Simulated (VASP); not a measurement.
**NbC2: relaxation of cell and atoms with PBE**

NbC2:

```
Nb C
1.0
     3.52489    0.00000    0.00000
    -1.76244    3.05264    0.00000
     0.00000    0.00000    4.76089
Nb C
1 2
Direct
  0.00000 0.00000 0.00000
  0.33333 0.66667 0.40000
  0.66667 0.33333 0.60000
```

The cell was built by a generator and needn't be a form met in nature.

```json
{"Program": "VASP 6.6.1", "Task": "relaxation of cell and atoms", "Functional": "PBE", "Potentials or basis": "VASP PAW PBE potentials, release 64 (Nb_sv, C)", "Cutoff": "520 eV", "k mesh": "7 × 7 × 4", "Occupations": "gaussian, width 0.15 eV", "Spin": "no spin polarisation", "Further INCAR settings": "PREC = Normal; ALGO = Fast; EDIFF = 0.0001; IBRION = 2; EDIFFG = -0.08; NSW = 24; ISIF = 3"}
```

The relaxed volume is 9.35 Å³/atom and the relaxed cell is a = 2.644 Å, b = 2.644 Å, c = 4.634 Å, α = 90.00°, β = 90.00°, γ = 120.00°. The space group after relaxing (to 0.05 Å) is P-3m1 (No. 164). The energy gained by relaxing is 2231.9 meV/atom. The ionic steps are 14 and the pressure after relaxing is 0.3 GPa. The largest force after relaxing is 0.040 eV/Å. The band gap on the k mesh is none (metal or under the smearing width).

Forces on the atoms (eV/Å):
```
Nb   0.000  0.000  0.000
C    0.000  0.000 -0.040
C    0.000  0.000  0.040
```

Stress tensor (GPa, compression positive):
```
 0.95  0.00  0.00
 0.00  0.95  0.00
 0.00  0.00 -1.01
```

Step by step:
```csv
step,energy change (eV),largest force (eV/Å),pressure (GPa),volume (Å³)
1,0.0000,0.2031,-39.72,51.23
2,-5.0296,3.9199,26.52,25.80
3,-5.1954,2.8743,1.57,28.06
4,-6.2896,1.4617,22.88,25.45
5,-6.3243,0.8551,29.82,25.02
6,-6.6380,0.6854,-5.16,28.82
7,-6.6688,0.5296,0.02,27.73
8,-6.6927,0.2171,2.19,27.84
9,-6.6935,0.1211,2.28,27.86
10,-6.6933,0.0940,-2.38,28.34
11,-6.6958,0.0185,-0.61,28.10
12,-6.6958,0.0330,-0.68,28.07
13,-6.6951,0.0834,0.92,27.97
14,-6.6958,0.0405,0.30,28.05
```

Final structure:
```
Nb C
1.0
     2.64374    0.00000    0.00000
    -1.32187    2.28954    0.00000
     0.00000    0.00000    4.63423
Nb C
1 2
Cartesian
  0.0000 0.0000 0.0000
  0.0000 1.5264 2.0813
  1.3219 0.7632 2.5530
```

Levels at points of the mesh, in eV from the Fermi level:
```tsv
k point	band 8	band 9	band 10	band 11	band 12	band 13	band 14
(0.00, 0.00, 0.00)	-3.17	-3.17	-0.43	0.08	0.08	3.73	3.73
(0.00, 0.00, 0.50)	-3.01	-3.01	-0.23	-0.23	1.29	2.90	2.90
```

Wall time 3.1 min on 1 thread of Intel(R) Xeon(R) Platinum 8259CL CPU @ 2.50GHz (Skylake/Cascade Lake), with other jobs on the host, peak memory 0.15 GiB.

Caveat: the volume moved by over 15 % at a fixed basis, so the end points are rough; the relaxation stopped at a loose force limit of 0.08 eV/Å, so its end isn't a converged minimum.
